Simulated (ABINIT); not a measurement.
## KMgF3: positron lifetime with PBEsol

KMgF3:

```
K Mg F
1.0
     3.98590    0.00000    0.00000
     0.00000    3.98590    0.00000
     0.00000    0.00000    3.98590
K Mg F
1 1 3
Direct
  0.50000 0.50000 0.50000
  0.00000 0.00000 0.00000
  0.00000 0.00000 0.50000
  0.00000 0.50000 0.00000
  0.50000 0.00000 0.00000
```

```yaml
Program: ABINIT 10.8.3 (patched build)
Task: positron lifetime
Functional: PBEsol
Potentials_or_basis: JTH PAW PBE v2.0
Cutoff: 517 eV
k_mesh: 5 × 5 × 5
Occupations: fermi-dirac, width 0.05 eV
Spin: no spin polarisation
Electron-positron_correlation: Sterne-Kaiser GGA
Fine-grid_cutoff: 1034.03 eV
Exchange_and_correlation_inside_the_PAW_spheres: full angular mesh (pawxcdev 0, this build's default; the released program takes 1)
```

| Property | Result |
| --- | --- |
| Band gap on the k mesh | 7.20 eV, indirect (least direct gap 7.45 eV) |
| Positron lifetime, core in the independent-particle model | 194 ps |
| Positron lifetime | 193 ps |

Wall time 20 s on 1 thread of Intel(R) Xeon(R) Platinum 8375C CPU @ 2.90GHz (Ice Lake), with other jobs on the host, peak memory 0.1 GiB.

Caveat: the PAW basis is incomplete for the positron; an odd mesh through Γ misses points on the zone boundary, where band edges often lie.
